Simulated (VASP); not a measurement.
CaO:

```
CELL_PARAMETERS angstrom
0.00000 2.60673 2.60673
2.60673 0.00000 2.60673
2.60673 2.60673 0.00000
ATOMIC_POSITIONS crystal
Ca 0.00000 0.00000 0.00000
O 0.25000 0.25000 0.25000
```

The cell was built by a generator and needn't be a form met in nature.

Base run:

```yaml
Program: VASP 6.6.1
Functional: r2SCAN
Potentials_or_basis: VASP PAW PBE potentials, release 64 (Ca_sv, O)
Cutoff: 520 eV
k_mesh: 6 × 6 × 6
Occupations: gaussian, width 0.01 eV
Spin: no spin polarisation
```

Its results: band gap on the k mesh 3.73 eV, indirect (least direct gap 4.36 eV); pressure 0.9 GPa.

The run is repeated on the same cell with these changes: functional from r2SCAN to PBE-based screened hybrid; k mesh from 6 × 6 × 6 to 4 × 4 × 4. What comes out?

Band gap on the k mesh 3.59 eV, indirect (least direct gap 4.22 eV); pressure 1.6 GPa.

Several settings changed at once, so the effect can't be laid on one alone.

Caveats: some runs use coarse meshes; the PAW data sets were made with another functional, which shifts forces and pressure a little.

A k mesh can miss the band edges.
